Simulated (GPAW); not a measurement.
# Si2Ni (Fm-3m) in GPAW: notebook, part 2 of 2

GPAW 26.7.0.

### Step 3. Single point, WC, collinear spin, random start

Input file run.py:

```python
import spglib
from ase import Atoms
from ase.io import read
from gpaw import PW, setup_paths
from gpaw.dft import DFT

setup_paths.insert(0, '.')

atoms = read('Si2Ni.cif')
cell, positions, numbers = spglib.find_primitive(
    (atoms.cell[:], atoms.get_scaled_positions(), atoms.numbers), symprec=1e-4)
atoms = Atoms(numbers, cell=cell, scaled_positions=positions, pbc=True)
atoms.set_initial_magnetic_moments([0.49, 0.0, 0.0])

dft = DFT(atoms,
          mode=PW(600),
          xc='WC',
          kpts={'size': (9, 9, 9), 'gamma': True},
          occupations={'name': 'fermi-dirac', 'width': 0.05},
          nbands=24,
          convergence={'density': 1e-05, 'energy': 1e-05},
          maxiter=150,
          txt='gpaw.txt')
print(f'Energy: {dft.calculate_energy():.6f} eV')
print('Forces (eV/A):')
print(dft.calculate_forces().round(4))
print('Stress (eV/A^3):', dft.calculate_stress().round(6))
print('Moments:', dft.magmoms()[1].round(3))
dft.write_gpw_file('gs.gpw')
```

Input file Si2Ni.cif:

```cif
data_Si2Ni
_cell_length_a 5.40600000
_cell_length_b 5.40600000
_cell_length_c 5.40600000
_cell_angle_alpha 90.00000000
_cell_angle_beta 90.00000000
_cell_angle_gamma 90.00000000
_space_group_name_H-M_alt 'Fm-3m'
_space_group_name_Hall '-F 4 2 3'
_space_group_IT_number 225
loop_
_space_group_symop_operation_xyz
'x,y,z'
'-x,-y,-z'
'-y,x,z'
'y,-x,-z'
'-x,-y,z'
'x,y,-z'
'y,-x,z'
'-y,x,-z'
'x,-y,-z'
'-x,y,z'
'-y,-x,-z'
'y,x,z'
'-x,y,-z'
'x,-y,z'
'y,x,-z'
'-y,-x,z'
'z,x,y'
'-z,-x,-y'
'z,-y,x'
'-z,y,-x'
'z,-x,-y'
'-z,x,y'
'z,y,-x'
'-z,-y,x'
'-z,x,-y'
'z,-x,y'
'-z,-y,-x'
'z,y,x'
'-z,-x,y'
'z,x,-y'
'-z,y,x'
'z,-y,-x'
'y,z,x'
'-y,-z,-x'
'x,z,-y'
'-x,-z,y'
'-y,z,-x'
'y,-z,x'
'-x,z,y'
'x,-z,-y'
'-y,-z,x'
'y,z,-x'
'-x,-z,-y'
'x,z,y'
'y,-z,-x'
'-y,z,x'
'x,-z,y'
'-x,z,-y'
'x,y+1/2,z+1/2'
'-x,-y+1/2,-z+1/2'
[... 63 lines left out ...]
'-z+1/2,-x,-y+1/2'
'z+1/2,-y,x+1/2'
'-z+1/2,y,-x+1/2'
'z+1/2,-x,-y+1/2'
'-z+1/2,x,y+1/2'
'z+1/2,y,-x+1/2'
'-z+1/2,-y,x+1/2'
'-z+1/2,x,-y+1/2'
'z+1/2,-x,y+1/2'
'-z+1/2,-y,-x+1/2'
'z+1/2,y,x+1/2'
'-z+1/2,-x,y+1/2'
'z+1/2,x,-y+1/2'
'-z+1/2,y,x+1/2'
'z+1/2,-y,-x+1/2'
'y+1/2,z,x+1/2'
'-y+1/2,-z,-x+1/2'
'x+1/2,z,-y+1/2'
'-x+1/2,-z,y+1/2'
'-y+1/2,z,-x+1/2'
'y+1/2,-z,x+1/2'
'-x+1/2,z,y+1/2'
'x+1/2,-z,-y+1/2'
'-y+1/2,-z,x+1/2'
'y+1/2,z,-x+1/2'
'-x+1/2,-z,-y+1/2'
'x+1/2,z,y+1/2'
'y+1/2,-z,-x+1/2'
'-y+1/2,z,x+1/2'
'x+1/2,-z,y+1/2'
'-x+1/2,z,-y+1/2'
'x+1/2,y+1/2,z'
'-x+1/2,-y+1/2,-z'
'-y+1/2,x+1/2,z'
'y+1/2,-x+1/2,-z'
'-x+1/2,-y+1/2,z'
'x+1/2,y+1/2,-z'
'y+1/2,-x+1/2,z'
'-y+1/2,x+1/2,-z'
'x+1/2,-y+1/2,-z'
'-x+1/2,y+1/2,z'
'-y+1/2,-x+1/2,-z'
'y+1/2,x+1/2,z'
'-x+1/2,y+1/2,-z'
'x+1/2,-y+1/2,z'
'y+1/2,x+1/2,-z'
'-y+1/2,-x+1/2,z'
'z+1/2,x+1/2,y'
'-z+1/2,-x+1/2,-y'
'z+1/2,-y+1/2,x'
'-z+1/2,y+1/2,-x'
'z+1/2,-x+1/2,-y'
'-z+1/2,x+1/2,y'
'z+1/2,y+1/2,-x'
'-z+1/2,-y+1/2,x'
'-z+1/2,x+1/2,-y'
'z+1/2,-x+1/2,y'
'-z+1/2,-y+1/2,-x'
'z+1/2,y+1/2,x'
'-z+1/2,-x+1/2,y'
'z+1/2,x+1/2,-y'
'-z+1/2,y+1/2,x'
'z+1/2,-y+1/2,-x'
'y+1/2,z+1/2,x'
'-y+1/2,-z+1/2,-x'
'x+1/2,z+1/2,-y'
'-x+1/2,-z+1/2,y'
'-y+1/2,z+1/2,-x'
'y+1/2,-z+1/2,x'
'-x+1/2,z+1/2,y'
'x+1/2,-z+1/2,-y'
'-y+1/2,-z+1/2,x'
'y+1/2,z+1/2,-x'
'-x+1/2,-z+1/2,-y'
'x+1/2,z+1/2,y'
'y+1/2,-z+1/2,-x'
'-y+1/2,z+1/2,x'
'x+1/2,-z+1/2,y'
'-x+1/2,z+1/2,-y'
loop_
_atom_site_label
_atom_site_type_symbol
_atom_site_symmetry_multiplicity
_atom_site_Wyckoff_symbol
_atom_site_fract_x
_atom_site_fract_y
_atom_site_fract_z
_atom_site_occupancy
Ni1 Ni 4 a 0.0000000000 0.0000000000 0.0000000000 1
Si1 Si 8 c 0.2500000000 0.2500000000 0.7500000000 1
```

Potentials or basis: PAW data sets generated in the run's folder for this functional, pw.

Command:

```
> gpaw-setup -f WC Ni Si
> OMP_NUM_THREADS=1 python run.py
```

gpaw.txt:

```text
Diagonalizing LCAO Hamiltonian
Converting LCAO to pw mode

                    Si

           Si

       Ni

Atoms  # Å, Bohr magnetons
|   | symbol |        x |        y |        z |    initial magnetic moments |
|---|--------|----------|----------|----------|-----------------------------|
| 0 |     Ni | 0.000000 | 0.000000 | 0.000000 | ( 0.0000,  0.0000,  0.4900) |
| 1 |     Si | 4.054500 | 4.054500 | 4.054500 | ( 0.0000,  0.0000,  0.0000) |
| 2 |     Si | 1.351500 | 1.351500 | 1.351500 | ( 0.0000,  0.0000,  0.0000) |

Unit cell  # Å
| periodic |        x |        y |        z |  lengths |    angles |
|----------|----------|----------|----------|----------|-----------|
|      yes | 0.000000 | 2.703000 | 2.703000 | 3.822619 | 60.000000 |
|      yes | 2.703000 | 0.000000 | 2.703000 | 3.822619 | 60.000000 |
|      yes | 2.703000 | 2.703000 | 0.000000 | 3.822619 | 60.000000 |

Number of symmetries: 48
Symmetry operations  # r_c * U_cc + t_c -> r_c
|    | kind |            matrix            |
|----|------|------------------------------|
|  0 |  σ   |  1, 0, 0,  1, 0,-1,  1,-1, 0 |
|  1 |  C2  |  1, 0, 0,  1,-1, 0,  1, 0,-1 |
|  2 |  E   |  1, 0, 0,  0, 1, 0,  0, 0, 1 |
|  3 |  σ   |  1, 0, 0,  0, 0, 1,  0, 1, 0 |
|  4 |  C4  |  1, 0,-1,  1, 0, 0,  1,-1, 0 |
|  5 |  S6  |  1, 0,-1,  1,-1, 0,  1, 0, 0 |
|  6 |  σ   |  1, 0,-1,  0, 1,-1,  0, 0,-1 |
|  7 |  C3  |  1, 0,-1,  0, 0,-1,  0, 1,-1 |
|  8 |  S6  |  1,-1, 0,  1, 0, 0,  1, 0,-1 |
|  9 |  C4  |  1,-1, 0,  1, 0,-1,  1, 0, 0 |
| 10 |  C3  |  1,-1, 0,  0,-1, 1,  0,-1, 0 |
| 11 |  σ   |  1,-1, 0,  0,-1, 0,  0,-1, 1 |
| 12 |  σ   |  0, 1, 0,  1, 0, 0,  0, 0, 1 |
| 13 |  C4  |  0, 1, 0,  0, 1,-1, -1, 1, 0 |
| 14 |  C3  |  0, 1, 0,  0, 0, 1,  1, 0, 0 |
| 15 |  S6  |  0, 1, 0, -1, 1, 0,  0, 1,-1 |
| 16 |  C2  |  0, 1,-1,  1, 0,-1,  0, 0,-1 |
| 17 |  σ   |  0, 1,-1,  0, 1, 0, -1, 1, 0 |
| 18 |  S4  |  0, 1,-1,  0, 0,-1,  1, 0,-1 |
| 19 |  C4  |  0, 1,-1, -1, 1, 0,  0, 1, 0 |
| 20 |  C3  |  0, 0, 1,  1, 0, 0,  0, 1, 0 |
| 21 |  σ   |  0, 0, 1,  0, 1, 0,  1, 0, 0 |
| 22 |  S6  |  0, 0, 1,  0,-1, 1, -1, 0, 1 |
| 23 |  C4  |  0, 0, 1, -1, 0, 1,  0,-1, 1 |
| 24 |  S4  |  0, 0,-1,  1, 0,-1,  0, 1,-1 |
| 25 |  C3  |  0, 0,-1,  0, 1,-1,  1, 0,-1 |
| 26 |  C2  |  0, 0,-1,  0,-1, 0, -1, 0, 0 |
| 27 |  S6  |  0, 0,-1, -1, 0, 0,  0,-1, 0 |
| 28 |  S4  |  0,-1, 1,  1,-1, 0,  0,-1, 0 |
| 29 |  C4  |  0,-1, 1,  0, 0, 1, -1, 0, 1 |
| 30 |  C2  |  0,-1, 1,  0,-1, 0,  1,-1, 0 |
| 31 |  σ   |  0,-1, 1, -1, 0, 1,  0, 0, 1 |
| 32 |  C3  |  0,-1, 0,  1,-1, 0,  0,-1, 1 |
| 33 |  S6  |  0,-1, 0,  0, 0,-1, -1, 0, 0 |
| 34 |  S4  |  0,-1, 0,  0,-1, 1,  1,-1, 0 |
| 35 |  C2  |  0,-1, 0, -1, 0, 0,  0, 0,-1 |
| 36 |  C2  | -1, 1, 0,  0, 1, 0,  0, 1,-1 |
| 37 |  S6  | -1, 1, 0,  0, 1,-1,  0, 1, 0 |
| 38 |  S4  | -1, 1, 0, -1, 0, 1, -1, 0, 0 |
| 39 |  C3  | -1, 1, 0, -1, 0, 0, -1, 0, 1 |
| 40 |  S6  | -1, 0, 1,  0, 0, 1,  0,-1, 1 |
| 41 |  C2  | -1, 0, 1,  0,-1, 1,  0, 0, 1 |
| 42 |  C3  | -1, 0, 1, -1, 1, 0, -1, 0, 0 |
| 43 |  S4  | -1, 0, 1, -1, 0, 0, -1, 1, 0 |
| 44 |  C2  | -1, 0, 0,  0, 0,-1,  0,-1, 0 |
| 45 |  i   | -1, 0, 0,  0,-1, 0,  0, 0,-1 |
| 46 |  σ   | -1, 0, 0, -1, 1, 0, -1, 0, 1 |
| 47 |  C2  | -1, 0, 0, -1, 0, 1, -1, 1, 0 |

BZ-sampling:
  Number of BZ points: 729
  Number of IBZ points: 35

  Monkhorst-Pack size: [9, 9, 9]
  Monkhorst-Pack shift: [0, 0, 0]

K-points  # in reciprocal-cell coordinates
|     |                                coordinates |     weight |
|-----|--------------------------------------------|------------|
|   0 | (  0.00000000,   0.00000000,   0.00000000) | 0.00137174 |
|   1 | (  0.11111111,   0.11111111,   0.00000000) | 0.00823045 |
|   2 | (  0.11111111,   0.11111111,   0.11111111) | 0.01097394 |
|   3 | (  0.22222222,   0.11111111,   0.11111111) | 0.01646091 |
|   4 | (  0.22222222,   0.22222222,   0.00000000) | 0.00823045 |
|   5 | (  0.22222222,   0.22222222,   0.11111111) | 0.03292181 |
|   6 | (  0.22222222,   0.22222222,   0.22222222) | 0.01097394 |
|   7 | (  0.33333333,   0.22222222,   0.11111111) | 0.03292181 |
|   8 | (  0.33333333,   0.22222222,   0.22222222) | 0.03292181 |
|   9 | (  0.33333333,   0.33333333,  -0.33333333) | 0.01646091 |
| ... |                                            |            |
|  34 | (  0.44444444,   0.44444444,   0.44444444) | 0.01097394 |

Plane wave coefficients: 1363
Cutoff: 600.0 eV

Spin-components: 2 (collinear spins)
Bands:           24
Projectors:      16
Spin-degeneracy: 1
Datatype:        complex128

Density:
  Valence electrons: 24.0
  Components: 2
  Grid points: [24 24 24]
  Charge: 0.0  # |e|

Potential:
  Grid points: [24 24 24]

species:
  Ni:
    name:    Nickel
    Z:       28.0
    valence: 16
    core:    12
    charge:  0.0  # [|e|]
    compensation charges:
      type: gauss
      rc: 0.36  # [Å]
      lmax: 2
    cutoffs:
      filter: 2.14  # [Å]
      core: 1.98  # [Å]
    projectors
    | kind |    occ | energy [eV] | rcut [Å] |
    |------|--------|-------------|----------|
    |   4s |  2.000 |      -5.678 |    1.164 |
    |   3p |  6.000 |     -71.312 |    1.207 |
    |   4p |  0.000 |      -1.178 |    1.207 |
    |   3d |  8.000 |      -8.908 |    1.138 |
    |    s |        |      21.533 |    1.164 |
    |    d |        |      18.303 |    1.138 |

    Using partial waves for Ni as LCAO basis

  Si:
    name:    Silicon
    Z:       14.0
    valence: 4
    core:    10
    charge:  0.0  # [|e|]
    compensation charges:
      type: gauss
      rc: 0.33  # [Å]
      lmax: 2
    cutoffs:
      filter: 1.86  # [Å]
      core: 2.06  # [Å]
    projectors
    | kind |    occ | energy [eV] | rcut [Å] |
    |------|--------|-------------|----------|
    |   3s |  2.000 |     -10.776 |    1.058 |
    |   3p |  2.000 |      -4.051 |    1.058 |
    |    s |        |      16.435 |    1.058 |
    |    p |        |      23.161 |    1.058 |
    |    d |        |       0.000 |    1.058 |

    Using partial waves for Si as LCAO basis

Reference energy: -57116.286780  # eV

eigensolver:
  PPCG
  Converge bands: occupied
  niter=2

density mixing:
  MSR1-Mixer
  Pratt-step length: 0.05
  Maximum mixing coefficient: 0.75
  Old densities: 10
  SVD Regularization: 0.005
  Good broyden scale: 1.0
  Trust region scale: 1.0
  Backstep threshold: 4.0
  History deletion threshold: 6.0
  Fourier metric: weight=20.0, sigma=0.015

occupation numbers:
  Fermi-Dirac:
    width: 0.0500  # eV

poisson solver:
  ecut: 4800.0  # eV

xc functional:
  name: WC with 2 nearest neighbor stencil

convergence criteria:
- Maximum integral of absolute [dens]ity change: 1e-05 electrons / valence electron
- Maximum [total energy] change in last 3 cyles: 1e-05 eV / valence electron
- Maximum integral of absolute [eigenst]ate change: 4e-08 eV^2 / valence electron
maximum number of iterations: 150

SCF iterations
|iter     | |      energy | eigst |  dens |  magmom |
|---------|-|-------------|-------|-------|---------|
|iter:   1| |  -21.197107 | +0.48 |       |  +0.4907|
|iter:   2| |  -20.904817 | -1.96 | -1.00 |  +0.4703|
|iter:   3| |  -20.604963 | -2.17 | -1.06 |  +0.3610|
|iter:   4| |  -20.566665 | -2.82 | -1.28 |  +0.2009|
|iter:   5| |  -20.561423 | -2.74 | -1.64 |  +0.1051|
|iter:   6| |  -20.566723 | -3.72 | -2.10 |  +0.0274|
|iter:   7| |  -20.566760 | -4.81 | -2.58 |  +0.0068|
|iter:   8| |  -20.566840c| -5.72 | -2.97 |  -0.0009|
|iter:   9| |  -20.566843c| -6.90 | -3.60 |  -0.0003|
|iter:  10| |  -20.566845c| -7.67c| -4.01 |  -0.0001|
|iter:  11| |  -20.566845c| -7.63c| -4.65 |  -0.0000|
|iter:  12| |  -20.566845c| -8.05c| -5.05c|  +0.0000|
SCF steps: 12
Energy contributions relative to reference atoms: (reference = -57116.286780)

Energy contributions:
  Kinetic:          14.135270
  Coulomb:          -9.223992
  Zero:              0.021370
  External:          0.000000
  Xc:              -25.495599
  Entropy:          -0.007787
  Spinorbit:         0.000000
  ----------------------------
  Free energy:     -20.570739
  Extrapolated:    -20.566845

Forces  # eV/Ang
|        x |        y |        z |
|----------|----------|----------|
| -0.00000 | -0.00000 |  0.00000 |  # Ni   0
|  0.00000 |  0.00000 | -0.00000 |  # Si   1
| -0.00000 | -0.00000 | -0.00000 |  # Si   2

Stress tensor  # eV/Ang^3
|         x |         y |         z |
|-----------|-----------|-----------|
| -0.005729 |  0.000000 |  0.000000 |
|  0.000000 | -0.005729 |  0.000000 |
|  0.000000 |  0.000000 | -0.005729 |

Total magnetic moment: (0.000000, 0.000000, 0.000007)

Local magnetic moments
|        x |        y |         z |
|----------|----------|-----------|
| 0.000000 | 0.000000 | -0.000001 |  # Ni   0
| 0.000000 | 0.000000 |  0.000003 |  # Si   1
| 0.000000 | 0.000000 |  0.000003 |  # Si   2

Writing to gs.gpw (mode='')

  __  _  _
 | _ |_)|_||  |
 |__||  | ||/\| - 26.7.0

Input parameters:
  mode=PW(ecut=600.0),
  convergence={'density': 1e-05, 'energy': 1e-05},
  kpts=MonkhorstPack(size=(9, 9, 9), gamma=True),
  maxiter=150,
  nbands=24,
  occupations=Occupations(name='fermi-dirac', width=0.05),
  xc=XC(name='WC')
# Writing to gs.gpw (mode='')
```

Run time: 50 s. Hardware: 1 thread of Intel Xeon Platinum 8375C at 2.90GHz (Ice Lake), shared host; peak memory 0.21 GiB.

What came out:

| Item | Value |
| --- | --- |
| Free energy | -20.5707 eV |
| Pressure | 0.9 GPa |
| Band gap on the k mesh | none (metal or under the smearing width) |
| Net moment | 0.00 μB per cell |

Caveat: the stock nickel data set gives pressures a few GPa off other programs.
